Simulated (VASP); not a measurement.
Runs of VASP 6.6.1 on Ca. Symmetry: Im-3m, No. 229, cubic system. The conventional cell has a = 4.480 Å, b = 4.480 Å, c = 4.480 Å, α = 90.00°, β = 90.00°, γ = 90.00°. Ca (site symmetry m-3m) has 8 Ca at 3.88 Å as nearest neighbours. This isn't the form of Ca at room conditions, which is fcc.

| task | level | potentials or basis | cutoff (eV) | smearing | gap on the mesh (eV) | pressure (GPa) |
| --- | --- | --- | --- | --- | --- | --- |
| single point | LDA | VASP PAW LDA potentials, release 64 (Ca_sv) | 520 | gaussian 0.02 eV | none | (a) |
| single point | PBEsol | VASP PAW PBE potentials, release 64 (Ca_pv) | 500 | gaussian 0.02 eV | none | -1.6 |
| band structure | BLYP+D3(BJ) | VASP PAW PBE potentials, release 64 (Ca_sv) | 520 | methfessel-paxton 0.1 eV | - | -2.6 |
| density of states | r2SCAN | VASP PAW PBE potentials, release 64 (Ca_sv) | 520 | methfessel-paxton 0.1 eV | none | -0.6 |

Alike in all rows: no spin polarisation; cell as given; k mesh 8 × 8 × 8.

Problem. Fill in the values left out.

Solution. (a) -2.4.

Caveats: the PAW data sets were made with another functional, which shifts forces and pressure a little (some runs); pairwise dispersion overbinds metals, which lowers pressure and volume (some runs).

A gap of «none» marks a metal or a gap under the smearing width.

The runs don't all hold the same shells in valence.

Runs at the PBE level aren't shown here.
